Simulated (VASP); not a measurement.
Crystal: InSe.

```xyz
4
Lattice="2.0000 1.1547 8.4400 -2.0000 1.1547 8.4400 0.0000 -2.3094 8.4400" Properties=species:S:1:pos:R:3 pbc="T T T"
In    0.0000    0.0000    0.0204
In    0.0000    0.0000    2.7987
Se    0.0000    0.0000   15.6154
Se    0.0000    0.0000   20.9635
```

Base run:

| Item | Value |
| --- | --- |
| Program | VASP 6.6.1 |
| Functional | PBEsol |
| Dispersion | D3(BJ) |
| Potentials or basis | VASP PAW PBE potentials, release 64 (In_d, Se) |
| Cutoff | 520 eV |
| k mesh | 15 × 15 × 15 |
| Occupations | gaussian, width 0.02 eV |
| Spin | no spin polarisation |

Its results: band gap on the k mesh 0.47 eV, indirect (least direct gap 0.49 eV).

Q: The run is repeated on the same cell with these changes: k mesh from 15 × 15 × 15 to 9 × 9 × 9; further incar settings from ALGO = Normal; EDIFF = 1e-07; NBANDS = 51 to ALGO = Normal; EDIFF = 1e-07. What comes out?

A: Band gap on the k mesh 0.60 eV, indirect (least direct gap 0.62 eV).

Caveats: spin-orbit coupling is left out, which moves the levels of the heavy elements; an odd mesh through Γ misses points on the zone boundary, where band edges often lie (some runs); the mesh misses the band edges, which the band path finds closer together (some runs).
